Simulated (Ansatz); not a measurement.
# Ti: the cost of one run

Computed with Ansatz 0.2.0 (DFT r2SCAN, scalar-relativistic, plane waves, PAW, unless a step's input says otherwise).

2 further runs of the same task are left out: 2 set aside as unsound or not needed.

**1. Starting point**

Symmetry: Fm-3m, No. 225, cubic system. Conventional cell: a = 4.110 Å, b = 4.110 Å, c = 4.110 Å, α = 90.00°, β = 90.00°, γ = 90.00°. Ti (site symmetry m-3m) is surrounded by 12 Ti at 2.91 Å.

Coordinates:

```
Ti
1.0
     2.05515    2.05515    0.00000
    -2.05515    2.05515    0.00000
     0.00000    0.00000    4.11030
Ti
2
Direct
  0.00000 0.00000 0.00000
  0.50000 0.50000 0.50000
```

**2. Zero strain**

File input.yaml:

```yaml
crystal:
  lattice:
    - [2.0551516154, 2.0551516154, 0.0]
    - [-2.0551516154, 2.0551516154, 0.0]
    - [0.0, 0.0, 4.1103032308]
  atoms:
    - { symbol: Ti, position: [0.0, 0.0, 0.0] }
    - { symbol: Ti, position: [0.5, 0.5, 0.5] }
basis:
  ecutwfc: 500
kpoints:
  mp_grid: { grid: [18, 18, 12] }
hamiltonian:
  xc: r2scan
scf:
  occupations: { method: gaussian, width: 0.1 }
output:
  forces: true
  stress: true
  eigenvalues: true
```

Started as:

```bash
$ ansatz run input.yaml --threads 1 --pin off --max-ram 2560MiB --backend cpu --events-out ev --progress --plain --runs-dir out
```

What time and memory should one allow on 1 thread of Intel Xeon 6975P-C (Granite Rapids), shared host?

About 11 s, with a peak of 0.62 GiB.
